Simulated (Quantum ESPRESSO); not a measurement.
SnO under changes of volume

One of the cells (17.769 Å³/atom); the others are scaled copies at fixed shape and fractional positions:

```
CELL_PARAMETERS angstrom
3.81370 0.00000 0.00000
0.00000 3.81370 0.00000
0.00000 0.00000 4.88691
ATOMIC_POSITIONS crystal
Sn 0.50000 0.00000 0.76463
Sn 0.00000 0.50000 0.23537
O 0.00000 0.00000 0.00000
O 0.50000 0.50000 0.00000
```

The cell is a database's computed one.

- Program: Quantum ESPRESSO 7.5
- Functional: r2SCAN
- Potentials or basis: SG15 PBE 1.2
- Cutoff: 1197 eV
- Density cutoff: 4789 eV
- k mesh: 3 × 3 × 2
- Occupations: fermi-dirac, width 0.05 eV
- Spin: no spin polarisation

| volume (Å³/atom) | energy over the lowest point (meV/atom) | pressure (GPa) | gap on the mesh (eV) |
| --- | --- | --- | --- |
| 16.703 | ? | ? | ? |
| 17.058 | 5.81 | 3.5 | 1.43 |
| 17.414 | 0.51 | 1.2 | 1.50 |
| 17.769 | 0.00 | -0.8 | 1.57 |
| 18.125 | 3.79 | -2.6 | 1.63 |
| 18.480 | 11.44 | -4.3 | 1.69 |
| 18.835 | 22.54 | -5.8 | 1.74 |

What does the run at 16.703 Å³/atom give?

Energy over the lowest point 16.43 meV/atom; pressure 6.0 GPa; gap on the mesh 1.35 eV.

Worked out: A Birch-Murnaghan fit of order 3 (a polynomial in V^(-2/3)) to the other rows has its minimum at 17.63 Å³/atom with B0 = V·E''(V) = 100 GPa and B' = 4.3 at fixed shape and positions, which overstates the stiffness. It gives 16.42 meV/atom at 16.703 Å³/atom, against the run's 16.43, and -dE/dV = 6.1 GPa, against 6.0. A straight line through the other rows of the gap, of slope 3.15 eV per unit of ln V, extrapolates to 1.37 eV, against the run's 1.35.

Energies are extrapolated to zero smearing.

Caveats: all runs use coarse meshes; the potentials were made for another functional, which shifts forces and pressure; spin-orbit coupling is left out, which moves the levels of the heavy elements; an odd mesh through Γ misses points on the zone boundary, where band edges often lie.
